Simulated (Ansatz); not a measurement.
Runs of Ansatz 0.2.0 on Cu. The structure is cubic, space group Fm-3m (No. 225). The conventional cell has a = 3.615 Å, b = 3.615 Å, c = 3.615 Å, α = 90.00°, β = 90.00°, γ = 90.00°. Around Cu (site symmetry m-3m) lie 12 Cu at 2.56 Å. 

| task | level | cell | cutoff (eV) | points for each segment of the path | gap on the mesh (eV) | pressure (GPa) | relaxed volume (Å³/atom) |
| --- | --- | --- | --- | --- | --- | --- | --- |
| relaxation of cell and atoms | PBEsol | relaxed | 420 | - | - | 0.0 | 11.31 |
| relaxation of cell and atoms | r2SCAN+rVV10 | relaxed | 500 | - | - | 0.0 | (a) |
| relaxation of cell and atoms | revPBE+D3(BJ) | relaxed | 420 | - | none | 0.0 | 10.99 |
| band structure | exchange-only PBE | as given | 420 | 14 | none | 23.4 | - |

Alike in all rows: potentials or basis Ansatz PAW; no spin polarisation; k mesh 13 × 13 × 13; smearing fermi-dirac 0.05 eV.

**Question.** Estimate the missing entries.

**Answer.** (a) 11.29.

Caveats: the PAW data sets come from PBE, with cores solved anew for the run's functional, which leaves a small shift of forces and pressure; the plane-wave basis is chosen anew once the cell has moved, so the energies of steps on either side of that aren't comparable (some runs); pairwise dispersion overbinds metals, which lowers pressure and volume (some runs); so large a pressure means that the cell lies far from this level's equilibrium, or that cutoff or potentials fall short (some runs).

A gap of «none» marks a metal or a gap under the smearing width.

Runs at the PBE level aren't shown here.
